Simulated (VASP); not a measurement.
**Gd in VASP: the effect of functional**

Crystal: Gd.

```
CELL_PARAMETERS angstrom
-2.02500 2.02500 2.02500
2.02500 -2.02500 2.02500
2.02500 2.02500 -2.02500
ATOMIC_POSITIONS crystal
Gd 0.00000 0.00000 0.00000
```

This isn't the form of Gd at room conditions, which is hcp.

Alike in all runs:

* Program: VASP 6.6.1
* Task: band structure
* Potentials or basis: VASP PAW PBE potentials, release 64 (Gd)
* Cutoff: 520 eV
* k mesh: 7 × 7 × 7
* Occupations: fermi-dirac, width 0.05 eV
* Spin: collinear spin, ferromagnetic start
* Starting moments: [7.0] μB

| functional | moment (μB) |
| --- | --- |
| LDA | 7.45 |
| PBEsol | 7.63 |
| RPBE | 7.67 |
| revPBE | 7.66 |
| BLYP | 7.46 |
| r2SCAN | ? |

Q: What does the run with functional r2SCAN give?

A: Moment 7.88 μB.

Runs at the PBE level aren't shown here.
